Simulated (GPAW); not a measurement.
Consider InP (F-43m).

```cif
data_structure
_symmetry_space_group_name_H-M 'P 1'
_symmetry_Int_Tables_number 1
_cell_length_a 4.1444
_cell_length_b 4.1444
_cell_length_c 4.1444
_cell_angle_alpha 60.000
_cell_angle_beta 60.000
_cell_angle_gamma 60.000
_cell_volume 50.33
loop_
_atom_site_label
_atom_site_type_symbol
_atom_site_fract_x
_atom_site_fract_y
_atom_site_fract_z
_atom_site_occupancy
In1 In 0.00000 0.00000 0.00000 1
P2 P 0.75000 0.75000 0.75000 1
```

Absorber: atom 2, with 4 In at 2.54 Å (tetrahedral, site symmetry -43m). Method: GPAW, PBE, full core hole (charged cell), 8-atom cell with 5.9 Å between holes, 4×4×4 k points, dipole transitions, Gaussian full width 0.9 eV up to 4 eV, rising linearly to 3.5 eV at 25 eV.

The database entry behind the starting cell differs from later determinations by our own check (0.1 to 0.3 % short, probably kX units), so it need not match the best structure at ambient conditions.

Question: Where do the maxima of the P K edge fall?

Main maxima up to 24 eV above the zero (height): 2.3 eV (1.91), 4.0 eV (1.95), 7.0 eV (1.56) and 13.2 eV (1.10). A K edge sees empty p states on the absorber. The total-energy difference plus the lowest empty eigenvalue puts the zero at 2154.47 eV. One term is added: -15.96 eV, since the hole is spin-paired here and a spin-polarised one costs that much less in the free atom (computed apart). The photon energy is then 2138.51 eV. The functional and the charged cell's background leave an error of a few eV in such absolute values.

The P K spectrum (energy from the lowest empty level; intensity scaled to a mean of 1 over the first 20 eV):

| E (eV) | intensity |
| --- | --- |
| -2.0 | 0.00 |
| -1.5 | 0.00 |
| -1.0 | 0.00 |
| -0.5 | 0.00 |
| 0.0 | 0.00 |
| 0.5 | 0.07 |
| 1.0 | 0.52 |
| 1.5 | 1.21 |
| 2.0 | 1.76 |
| 2.5 | 1.86 |
| 3.0 | 1.58 |
| 3.5 | 1.62 |
| 4.0 | 1.95 |
| 4.5 | 1.69 |
| 5.0 | 1.36 |
| 5.5 | 1.15 |
| 6.0 | 1.13 |
| 6.5 | 1.39 |
| 7.0 | 1.56 |
| 7.5 | 1.35 |
| 8.0 | 1.05 |
| 8.5 | 0.86 |
| 9.0 | 0.73 |
| 9.5 | 0.65 |
| 10.0 | 0.58 |
| 10.5 | 0.56 |
| 11.0 | 0.64 |
| 11.5 | 0.80 |
| 12.0 | 0.96 |
| 12.5 | 1.06 |
| 13.0 | 1.10 |
| 13.5 | 1.10 |
| 14.0 | 1.07 |
| 14.5 | 1.03 |
| 15.0 | 0.97 |
| 15.5 | 0.89 |
| 16.0 | 0.79 |
| 16.5 | 0.68 |
| 17.0 | 0.60 |
| 17.5 | 0.57 |
| 18.0 | 0.58 |
| 18.5 | 0.62 |
| 19.0 | 0.68 |
| 19.5 | 0.73 |
| 20.0 | 0.76 |
| 20.5 | 0.77 |
| 21.0 | 0.77 |
| 21.5 | 0.77 |
| 22.0 | 0.80 |
| 22.5 | 0.87 |
| 23.0 | 0.97 |
| 23.5 | 1.07 |
| 24.0 | 1.15 |
| 24.5 | 1.19 |
| 25.0 | 1.18 |
| 25.5 | 1.15 |
| 26.0 | 1.09 |
| 26.5 | 1.02 |
| 27.0 | 0.96 |
| 27.5 | 0.92 |
| 28.0 | 0.91 |
| 28.5 | 0.94 |
| 29.0 | 0.99 |
| 29.5 | 1.05 |
| 30.0 | 1.11 |
| 30.5 | 1.15 |
| 31.0 | 1.16 |
| 31.5 | 1.15 |
| 32.0 | 1.11 |

The holes are only 5.9 Å apart, so the shape is probably not converged with cell size; no larger cell was run here. The mesh is coarse (0.27 Å⁻¹ between points), so small maxima may be mesh ripples. The structure is a published determination, not relaxed.

[Banner, clock and machine lines of the logs are left out without a mark of their own.]

[Logs are printed without paths, hosts, clocks, repeated set-up lines and the standing remarks that a program may print on its own settings, such as how far it seeks lower states.]

[Hosts, paths, dates, database ids (printed as entryN), source tags and the programs' standing remarks are cut or masked in the printed files.]

[Lists of maxima count a maximum above −3 eV only where it reaches 4 % of the highest in the window and stands out from its surroundings by 2 % of it (1.5 % where it reaches 55 %); shoulders and weaker maxima are passed over, and of the rest the first, up to two pre-edge ones and the few strongest are named.]
